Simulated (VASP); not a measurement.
# Se (R-3m) in VASP: notebook

The runs below take Se through relaxation of cell and atoms, with PBEsol.

All numbers are computed with VASP 6.6.1; they aren't measurements. Logs are shortened: lines on timing, memory, paths and dates and some standing lists are left out, and cuts for length are marked.

## (1) The crystal as given

It takes space group R-3m (No. 166, trigonal). Conventional cell: a = 4.135 Å, b = 4.135 Å, c = 3.177 Å, α = 90.00°, β = 90.00°, γ = 120.00°. Around Se (site symmetry -3m) lie 6 Se at 2.61 Å.

This isn't the form of Se at room conditions, which is trigonal, of chains.

## (2) Relaxation of cell and atoms, PBEsol, target pressure 30 GPa, at which the enthalpy is minimised

The input, INCAR:

```
SYSTEM = Se
  PREC = Accurate
  ENCUT = 520
  EDIFF = 1E-7
  ISMEAR = 0
  SIGMA = 0.1
  LREAL = .FALSE.
  LASPH = .TRUE.
  NELM = 60
  ALGO = Normal
  ISIF = 3
  LWAVE = .FALSE.
  LCHARG = .FALSE.
  GGA = PS
  IBRION = 2
  NSW = 80
  EDIFFG = -0.002
  PSTRESS = 300.0
```

The input, KPOINTS:

```
regular mesh
0
G
  6 6 6
  0 0 0
```

The input, POSCAR:

```
Se                                      
1.0
    2.0675993681      1.1937290923      1.0591306208
   -2.0675993681      1.1937290923      1.0591306208
    0.0000000000     -2.3874581854      1.0591306214
  Se            
     1
Direct
     0.0000000000000000    0.0000000000000000    0.0000000000000000
```

Potentials or basis: VASP PAW PBE potentials, release 64 (Se).

The run is started by

```console
$ cat potpaw_PBE.64/Se/POTCAR > POTCAR
$ mpirun -np 1 vasp_std > vasp.out
```

OUTCAR:

```text
SYSTEM = Se
   PREC = Accurate
   ENCUT = 520
   EDIFF = 1E-7
   ISMEAR = 0
   LREAL = .FALSE.
   LASPH = .TRUE.
   NELM = 60
   ISIF = 3
   GGA = PS
   IBRION = 2
   NSW = 80
   EDIFFG = -0.002
   PSTRESS = 300.0

 ion  position               nearest neighbor table
   1  0.000  0.000  0.000-

  LATTYP: Found a trigonal (rhomboedric) cell.
 ALAT       =     2.6118411063
 COS(alpha) =    -0.2533410721

  Lattice vectors:

 A1 = (   2.0675993681,   1.1937290923,   1.0591306208)
 A2 = (  -2.0675993681,   1.1937290923,   1.0591306208)
 A3 = (   0.0000000000,  -2.3874581854,   1.0591306214)

Analysis of symmetry for initial positions (statically):
=====================================================================
 Subroutine PRICEL returns:
 Original cell was already a primitive cell.

 Routine SETGRP: Setting up the symmetry group for a
 trigonal (rhombohedral) supercell.

 Subroutine GETGRP returns: Found 12 space group operations
 (whereof 12 operations were pure point group operations)
 out of a pool of 12 trial point group operations.

The static configuration has the point symmetry D_3d.

Analysis of symmetry for dynamics (positions and initial velocities):
=====================================================================
 Subroutine PRICEL returns:
 Original cell was already a primitive cell.

 Routine SETGRP: Setting up the symmetry group for a
 trigonal (rhombohedral) supercell.

 Subroutine GETGRP returns: Found 12 space group operations
 (whereof 12 operations were pure point group operations)
 out of a pool of 12 trial point group operations.

The dynamic configuration has the point symmetry D_3d.

 Subroutine INISYM returns: Found 12 space group operations
 (whereof 12 operations are pure point group operations),
 and found     1 'primitive' translations

----------------------------------------------------------------------------------------

                                     Primitive cell

  volume of cell :      15.6846

  direct lattice vectors                    reciprocal lattice vectors
     2.067599368  1.193729092  1.059130621     0.241826346  0.139618501  0.314723535
    -2.067599368  1.193729092  1.059130621    -0.241826346  0.139618501  0.314723535
     0.000000000 -2.387458185  1.059130621     0.000000000 -0.279237002  0.314723535

  length of vectors
     2.611841106  2.611841106  2.611841163     0.420742452  0.420742452  0.420742447

  position of ions in fractional coordinates (direct lattice)
     0.000000000  0.000000000  0.000000000

  ion indices of the primitive-cell ions
   primitive index   ion index
                 1           1

----------------------------------------------------------------------------------------

 KPOINTS: regular mesh

Automatic generation of k-mesh.
 Grid dimensions read from file:
 generate k-points for:    6    6    6

 Generating k-lattice:

  Cartesian coordinates                     Fractional coordinates (reciprocal lattice)
     0.040304391  0.023269750  0.052453923     0.166666667  0.000000000  0.000000000
    -0.040304391  0.023269750  0.052453923     0.000000000  0.166666667  0.000000000
     0.000000000 -0.046539500  0.052453923     0.000000000  0.000000000  0.166666667

  Length of vectors
     0.070123742  0.070123742  0.070123741

  Shift w.r.t. Gamma in fractional coordinates (k-lattice)
     0.000000000  0.000000000  0.000000000

 Subroutine IBZKPT returns following result:
 ===========================================

 Found     32 irreducible k-points:

 Following reciprocal coordinates:
            Coordinates               Weight
  0.000000  0.000000  0.000000      1.000000
  0.166667 -0.000000  0.000000      6.000000
  0.333333  0.000000  0.000000      6.000000
  0.500000  0.000000  0.000000      3.000000
  0.166667  0.166667  0.000000      6.000000
  0.333333  0.166667  0.000000     12.000000
[... 16 lines left out ...]
  0.500000  0.500000  0.166667      6.000000
 -0.333333  0.500000  0.166667     12.000000
 [... further k-points ...]
   k-points           NKPTS =     32   k-points in BZ     NKDIM =     32   number of bands    NBANDS=      7
   number of dos      NEDOS =    301   number of ions     NIONS =      1
   total plane-waves  NPLWV =   8000
   dimension x,y,z NGX =    20 NGY =   20 NGZ =   20
   dimension x,y,z NGXF=    40 NGYF=   40 NGZF=   40
   ions per type =               1
   NGX,Y,Z   is equivalent  to a cutoff of  12.73, 12.73, 12.73 a.u.
   NGXF,Y,Z  is equivalent  to a cutoff of  25.46, 25.46, 25.46 a.u.
 SYSTEM =  Se
   PREC   = accura    normal or accurate (medium, high low for compatibility)
   ISTART =      0    job   : 0-new  1-cont  2-samecut
   ICHARG =      2    charge: 1-file 2-atom 10-const
   ISPIN  =      1    spin polarized calculation?
   LNONCOLLINEAR =      F non collinear calculations
   LSORBIT =      F    spin-orbit coupling
   LASPH  =      T    aspherical Exc in radial PAW
   ENCUT  =  520.0 eV  38.22 Ry    6.18 a.u.   4.86  4.86  4.86*2*pi/ulx,y,z
   NELM   =     60;   NELMIN=  2; NELMDL= -5     # of ELM steps
   EDIFF  = 0.1E-06   stopping-criterion for ELM
   LREAL  =      F    real-space projection
   EDIFFG = -.2E-02   stopping-criterion for IOM
   NSW    =     80    number of steps for IOM
   IBRION =      2    ionic relax: 0-MD 1-quasi-New 2-CG
   NFREE  =      1    steps in history (QN), initial steepest desc. (CG)
   ISIF   =      3    stress and relaxation
   ISYM   =      2    0-nonsym 1-usesym 2-fastsym
   POTIM  = 0.5000    time-step for ionic-motion
   TEBEG  =    0.0;   TEEND  =   0.0 temperature during run
   PSTRESS=  300.0 pullay stress
   NELECT =       6.0000    total number of electrons
   NUPDOWN=      -1.0000    fix difference up-down
   EMIN   =  10.00;   EMAX   =-10.00  energy-range for DOS
   EFERMI =   0.00;   METHOD = LEGACY
   ISMEAR =     0;   SIGMA  =   0.10  broadening in eV -4-tet -1-fermi 0-gaus
   EFERMI_NEDOS =   21; number of points for ismear=-14 and -15
   IALGO  =     38    algorithm
   IMIX   =      4    mixing-type and parameters
     AMIX     =   0.40;   BMIX     =  1.00
     AMIX_MAG =   1.60;   BMIX_MAG =  1.00
  volume/ion in A,a.u.               =      15.68       105.84
  Fermi-wavevector in a.u.,A,eV,Ry     =   1.188414  2.245776 19.215873  1.412327
  Thomas-Fermi vector in A             =   2.324544
   LORBIT       =      0    0 simple, 1 ext, 2 COOP (PROOUT), +10 PAW based schemes
   GGA     = PS    functional components
   LHFCALC =     F    Hartree Fock is set to
   AEXX    =    0.0000 exact exchange contribution
   IVDW    =     0    specifies the selected vdW correction
   LEPSILON=     F    determine dielectric tensor
   LRPA    =     F    only Hartree local field effects (RPA)
 conjugate gradient relaxation of ions
 non-spin polarized calculation
 Gauss-broadening in eV      SIGMA  =   0.10
  energy-cutoff  :      520.00
  volume of cell :       15.68
 maximum number of plane-waves:       439
   NGX =  9   NGY =  9   NGZ =  9

--------------------------------------- Ionic step        1  -------------------------------------------

 number of electron       5.9999999 magnetization

 Free energy of the ion-electron system (eV)
  ---------------------------------------------------
  ext. energy  EPLUGINS =         0.00000000
  ---------------------------------------------------
  free energy    TOTEN  =        -3.26122132 eV

  energy without entropy =       -3.25745147  energy(sigma->0) =       -3.25933639

------------------------ aborting loop because EDIFF is reached ----------------------------------------

  FORCE on cell =-STRESS in cart. coord.  units (eV):
  Direction    XX          YY          ZZ          XY          YZ          ZX
  --------------------------------------------------------------------------------------
  -------------------------------------------------------------------------------------
  Total        2.9374793      2.9374795      2.9417850      0.0000000     -0.0000000      0.0000000
  in kB      300.0630020    300.0630225    300.5028317      0.0000000     -0.0000001      0.0000000
  external PRESSURE =       0.2096187 kB  Pullay stress =     300.0000000 kB
[... 96 lines left out ...]
  enthalpy is  TOTEN    =        -0.3243589605 eV   P V=        2.9373852808

--------------------------------------- Ionic step        4  -------------------------------------------

 number of electron       5.9999999 magnetization

 Free energy of the ion-electron system (eV)
  ---------------------------------------------------
  ext. energy  EPLUGINS =         0.00000000
  ---------------------------------------------------
  free energy    TOTEN  =        -3.26157044 eV

  energy without entropy =       -3.25777512  energy(sigma->0) =       -3.25967278

 E-fermi :   9.1414     XC(G=0): -11.8876

 val. band max:        8.4585673221   @ k =  -0.1667   0.5000   0.1667
 cond. band min:       9.1502557116   @ k =   0.5000   0.3333   0.1667
 fundamental gap:      0.6916883895
 Fermi energy:         9.1414456081

 k-point     1 :       0.0000    0.0000    0.0000
  band No.  band energies     occupation
      1     -10.0747      2.00000
      2      11.5544      0.00000
      3      13.6549      0.00000
      4      13.6549      0.00000
      5      19.3162      0.00000
      6      19.3162      0.00000
      7      21.1019      0.00000
[... 221 lines left out ...]
 k-point    24 :      -0.3333    0.5000    0.1667
  band No.  band energies     occupation
      1      -3.9282      2.00000
      2       1.6926      2.00000
      3       4.8825      2.00000
      4      10.7704      0.00000
      5      17.1715      0.00000
      6      19.7381      0.00000
      7      22.4840      0.00000

 [... further k-points ...]
[... 5 lines left out ...]
  --------------------------------------------------------------------------------------
  -------------------------------------------------------------------------------------
  Total        2.9379939      2.9379942      2.9370726     -0.0000000     -0.0000000      0.0000000
  in kB      300.0799246    300.0799573    299.9858297     -0.0000000     -0.0000002      0.0000000
  external PRESSURE =       0.0485706 kB  Pullay stress =     300.0000000 kB
[... 16 lines left out ...]
  FREE ENERGIE OF THE ION-ELECTRON SYSTEM (eV)
  ---------------------------------------------------
  free  energy   TOTEN  =        -3.2615704350 eV

  energy  without entropy=       -3.2577751234  energy(sigma->0) =       -3.25967278

  enthalpy is  TOTEN    =        -0.3243590587 eV   P V=        2.9372113763

 reached required accuracy - stopping structural energy minimisation
```

Run time: 3.8 s. Hardware: 1 thread of Intel Xeon 6975P-C (Granite Rapids), shared host; peak memory 0.12 GiB.

Results:

- Free energy: -3.2616 eV
- Relaxed volume: 15.69 Å³/atom
- Relaxed cell: a = 2.612 Å, b = 2.612 Å, c = 2.612 Å, α = 104.67°, β = 104.67°, γ = 104.67°
- Space group after relaxing (to 0.05 Å): R-3m (No. 166)
- Energy change on relaxing (the enthalpy is what falls): -0.3 meV/atom
- Ionic steps: 4
- Pressure after relaxing: 30.0 GPa
- Band gap on the k mesh: none (metal or under the smearing width)

The path:
```tsv
step	energy change (eV)	largest force (eV/Å)	pressure (GPa)	volume (Å³)
1	0.0000	0.0000	30.02	15.68
2	-0.0009	0.0000	29.96	15.69
3	-0.0005	0.0000	29.99	15.69
4	-0.0003	0.0000	30.00	15.69
```

Final structure:
```
Se
1.0
     2.06745    1.19364    1.05941
    -2.06745    1.19364    1.05941
     0.00000   -2.38729    1.05941
Se
1
Direct
  0.00000 0.00000 0.00000
```

Caveat: the k mesh is coarse (spacing up to 0.44 Å⁻¹), so the values aren't converged; the cell is relaxed towards a set pressure, so the enthalpy falls and the energy may rise; the PAW data sets were made with another functional, which shifts forces and pressure a little.

## (3) Relaxation of cell and atoms, PBEsol, target pressure 0.0001 GPa, at which the enthalpy is minimised

Changes to INCAR since step 2:

```diff
@@ -17,2 +17,2 @@
   EDIFFG = -0.002
-  PSTRESS = 300.0
+  PSTRESS = 0.001
```

KPOINTS is that of step 2.

The input, POSCAR:

```
Se                                      
1.0
    2.0674502345      1.1936430141      1.0594092328
   -2.0674502345      1.1936430141      1.0594092328
   -0.0000000000     -2.3872860294      1.0594092339
  Se            
     1
Direct
     0.0000000000000000    0.0000000000000000    0.0000000000000000
```

Potentials or basis: VASP PAW PBE potentials, release 64 (Se).

The run is started by

```console
$ cat potpaw_PBE.64/Se/POTCAR > POTCAR
$ mpirun -np 1 vasp_std > vasp.out
```

It took 14 s on 1 thread of Intel Xeon 6975P-C (Granite Rapids), shared host; peak memory 0.12 GiB.

Results (log left out):

```yaml
Free_energy: -3.5991 eV
Relaxed_volume: 20.66 Å³/atom
Relaxed_cell: a = 2.784 Å, b = 2.784 Å, c = 2.784 Å, α = 99.10°, β = 99.10°, γ = 99.10°
Space_group_after_relaxing_to_0.05_Å: R-3m (No. 166)
Energy_change_on_relaxing_the_enthalpy_is_what_falls: -337.5 meV/atom
Ionic_steps: 14
Pressure_after_relaxing: 0.0 GPa
Band_gap_on_the_k_mesh: none (metal or under the smearing width)
```

The path:
```tsv
step	energy change (eV)	largest force (eV/Å)	pressure (GPa)	volume (Å³)
1	0.0000	0.0000	30.01	15.69
2	-0.1263	0.0000	-10.48	23.35
3	-0.2834	0.0000	-0.28	19.42
4	-0.2835	0.0000	0.09	19.34
5	-0.2991	0.0000	0.17	19.46
6	-0.3286	0.0000	1.55	19.73
7	-0.3295	0.0000	2.71	19.78
8	-0.3363	0.0000	-1.18	20.97
9	-0.3372	0.0000	-0.31	20.68
10	-0.3372	0.0000	-0.26	20.66
11	-0.3375	0.0000	-0.23	20.72
12	-0.3375	0.0000	-0.23	20.72
13	-0.3375	0.0000	0.15	20.62
14	-0.3375	0.0000	0.01	20.66
```

Final structure:
```xyz
1
Lattice="2.1185 1.2231 1.3288 -2.1185 1.2231 1.3288 0.0000 -2.4462 1.3288" Properties=species:S:1:pos:R:3 pbc="T T T"
Se    0.0000    0.0000    0.0000
```

Levels at points of the mesh, in eV from the Fermi level:
```csv
k point,band 1,band 2,band 3,band 4,band 5,band 6,band 7
"(0.00, 0.00, 0.00)",-16.56,1.16,2.44,2.44,8.48,8.48,8.69
"(0.50, 0.00, 0.00)",-14.07,-7.41,2.35,3.26,9.30,9.92,14.54
"(0.50, 0.50, 0.00)",-11.93,-6.25,-3.89,3.07,3.93,11.81,15.92
"(0.50, 0.50, 0.50)",-9.78,-4.10,-4.10,-1.90,4.56,4.56,10.01
```

Caveat: the k mesh is coarse (spacing up to 0.44 Å⁻¹), so the values aren't converged; the cell is relaxed towards a set pressure, so the enthalpy falls and the energy may rise; the volume moved by over 15 % at a fixed basis, so the end points are rough; the PAW data sets were made with another functional, which shifts forces and pressure a little. Zero-point motion and thermal expansion aren't in these numbers.
